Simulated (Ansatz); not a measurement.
The system is AlCo3.

```xyz
4
Lattice="3.5749 0.0000 0.0000 0.0000 3.5749 0.0000 0.0000 0.0000 3.5749" Properties=species:S:1:pos:R:3 pbc="T T T"
Co    0.0000    1.7875    1.7875
Co    1.7875    0.0000    1.7875
Co    1.7875    1.7875    0.0000
Al    0.0000    0.0000    0.0000
```

The cell comes from a database or a generator and needn't be the stable form of this composition.

Base run:

```yaml
Program: Ansatz 0.2.0
Functional: PBEsol
Potentials_or_basis: Ansatz PAW
Cutoff: "420 eV (not typed: the program's choice for these potentials)"
k_mesh: 6 × 6 × 6
Occupations: fermi-dirac, width 0.05 eV
Spin: collinear spin, ferromagnetic start
Starting_moments: "[1.5, 1.5, 1.5, 0.0] μB"
Fixed_moment: 4.5 μB
```

Its results: pressure -4.9 GPa; site moments Co +1.53; Al -0.04 μB.

Problem. After a change of settings the same cell gave: pressure -9.8 GPa; site moments Co +1.05; Al -0.05 μB. Which change was it?
A. fixed moment from 4.5 μB to 6 μB; moments at the start from [1.5, 1.5, 1.5, 0.0] to [2.0, 2.0, 2.0, 0.0]
B. fixed moment from 4.5 μB to 9 μB; moments at the start from [1.5, 1.5, 1.5, 0.0] to [3.0, 3.0, 3.0, 0.0]
C. fixed moment from 4.5 μB to 3 μB; moments at the start from [1.5, 1.5, 1.5, 0.0] to [1.0, 1.0, 1.0, 0.0]
D. fixed moment from 4.5 μB to 7.5 μB; moments at the start from [1.5, 1.5, 1.5, 0.0] to [2.5, 2.5, 2.5, 0.0]

Solution. C.

Caveats: the total moment is fixed, so each spin has its own Fermi level; the PAW data sets come from PBE, with cores solved anew for the run's functional, which leaves a small shift of forces and pressure; the thresholds are loose for stress.
